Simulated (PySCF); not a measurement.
Compound: ethylene glycol, C₂H₆O₂.
Numbering: `[OH:1][CH2:2][CH2:3][OH:4]` (hydrogens: H5 on O1; H6, H7 on C2; H8, H9 on C3; H10 on O4)

Geometry (PBE0-D3(BJ)/def2-TZVP, Å), atoms numbered from 1 in this order:
```xyz
10
C2H6O2 angstrom
O      1.2995   -0.6195    0.3400
C      0.5414    0.4871   -0.1201
C     -0.8402   -0.0320   -0.4267
O     -1.4592   -0.5623    0.7194
H      2.1049   -0.3006    0.7511
H      0.4737    1.2626    0.6530
H      0.9860    0.9261   -1.0234
H     -1.4693    0.7846   -0.7888
H     -0.7701   -0.7857   -1.2240
H     -0.8273   -1.1774    1.1060
```

Linear response at PBE0/aug-cc-pVTZ (PySCF, frozen core in the response, non-relativistic). Geometry: PBE0-D3(BJ)/def2-TZVP, one conformer, isolated molecule.

Static isotropic polarisability: 37.87 au (5.61 Å³), principal values 34.9, 38.6, 40.1 au.

Question: What is the polarisability at 1064 nm and at the sodium D line?

Answer: 38.12 au at 1064 nm (+0.7 %), 38.70 au at 589.3 nm (+2.2 %). The rise at 589.3 nm is 3.35 times that at 1064 nm; a pure ω² law gives 3.26. The lowest singlet lies at 189 nm, shorter than both wavelengths.

Question: What is the isotropic C6 coefficient between two such molecules, C6 = (3/π)∫α(iω)² dω?

Answer: 679.3 au (Eh·bohr⁶) by a ten-point quadrature over imaginary frequencies, which is 406 eV·Å⁶ or 39.2 J·nm⁶/mol.

Question: Which effective excitation energy ω̄ makes London's formula C6 = (3/4)α²ω̄ exact here?

Answer: ω̄ = 4·C6/(3α²) = 0.632 Eh = 17.2 eV. A one-pole form α(ω) = α/(1 − ω²/ω̄²) fitted to the 1064 nm value gives 14.4 eV.

Question: What does −C6/R⁶ come to at R = 8 Å between centres?

Answer: -150 J/mol. This is the leading, orientation-averaged term; C8 and higher terms are left out.

Question: How anisotropic is the static polarisability, by Δα² = ½[(α1 − α2)² + (α2 − α3)² + (α3 − α1)²]?

Answer: Δα = 4.7 au, or 0.12 of the isotropic value.

Question: What molar refraction at the D line follows from R = (4π/3)·N_A·α′, with α′ the polarisability volume?

Answer: α′ = 5.73 Å³ gives R = 14.47 cm³/mol, for isolated, non-vibrating species.

Question: How many electrons N does the Slater–Kirkwood formula C6 = (3/4)·√N·α^(3/2) need to give this C6?

Answer: N = (4·C6/3)²/α³ = 15.1; the species has 34 electrons in all.

On an Arm Neoverse V2 with one thread, shared host, this took 37 s and 1.1 GiB of memory at its peak. This is the whole response run at PBE0/aug-cc-pVTZ, SCF included.
